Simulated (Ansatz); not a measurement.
The system is AlCu.

```xyz
2
Lattice="2.9975 0.0000 0.0000 0.0000 2.9975 0.0000 0.0000 0.0000 2.9975" Properties=species:S:1:pos:R:3 pbc="T T T"
Cu    1.4988    1.4988    1.4988
Al    0.0000    0.0000    0.0000
```

The cell comes from a database or a generator and needn't be the stable form of this composition.

Program: Ansatz 0.2.0. Alike in all runs: task single point; potentials or basis Ansatz PAW; no spin polarisation; cell as given; k mesh 5 × 5 × 5; smearing fermi-dirac 0.05 eV; the mesh is coarse, so values aren't converged.

**Question.** Order these runs on this cell by their pressure, lowest first.
A. level r2SCAN0; cutoff (eV) 500
B. level B3LYP; cutoff (eV) 420
C. level r2SCAN50; cutoff (eV) 500

**Answer.** A (0.0 GPa), C (1.8 GPa), B (7.1 GPa).

Caveats: all runs use coarse meshes; the PAW data sets come from PBE, with cores solved anew for the run's functional, which leaves a small shift of forces and pressure; the thresholds are loose for stress.
